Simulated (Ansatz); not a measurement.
Runs of Ansatz 0.2.0 on As. It takes space group R-3m (No. 166, trigonal). Conventional cell: a = 3.762 Å, b = 3.762 Å, c = 10.542 Å, α = 90.00°, β = 90.00°, γ = 120.00°. As (site symmetry 3m) has 3 As at 2.51 Å as nearest neighbours. 

```tsv
task	level	spin	k mesh	cutoff (eV)	share of exact exchange	points for each segment of the path	mesh quality	gap on the mesh (eV)	pressure (GPa)	largest force (eV/Å)
single point	r2SCAN0 form with a typed share of exact exchange	off	5 × 5 × 5	500	0.1	-	not flagged	0.36	0.9	0.10
single point	r2SCAN0	off	5 × 5 × 5	500	0.25	-	not flagged	0.75	-0.2	(a)
band structure	PBE	off	9 × 9 × 9	420	-	14	not flagged	none	3.7	0.43
band structure	PBE	SOC, no magnetisation	9 × 9 × 9	420	-	14	not flagged	none	3.7	0.43
single point	r2SCAN0 form with a typed share of exact exchange	off	5 × 5 × 5	500	0.35	-	not flagged	1.05	-0.8	0.29
single point	r2SCAN0 form with a typed share of exact exchange	off	5 × 5 × 5	500	0	-	coarse	-	1.6	0.03
single point	r2SCAN0 form with a typed share of exact exchange	off	5 × 5 × 5	500	0.15	-	not flagged	(b)	0.5	0.13
single point	r2SCAN0 form with a typed share of exact exchange	off	5 × 5 × 5	500	0.5	-	not flagged	1.55	-1.7	0.41
```

Alike in all rows: potentials or basis Ansatz PAW; cell as given; smearing fermi-dirac 0.05 eV.

Problem. Estimate the missing entries.

Solution. (a) 0.21; (b) 0.49.

Caveats: some runs use coarse meshes; the PAW data sets come from PBE, with cores solved anew for the run's functional, which leaves a small shift of forces and pressure (some runs); odd divisions of the mesh miss points on the zone boundary, where band edges often lie, so the gap on the mesh can be too wide (some runs); the thresholds are loose for stress (some runs).

A k mesh can miss the band edges, and rows without SOC leave out spin-orbit coupling on As.

A gap of «none» marks a metal or a gap under the smearing width.
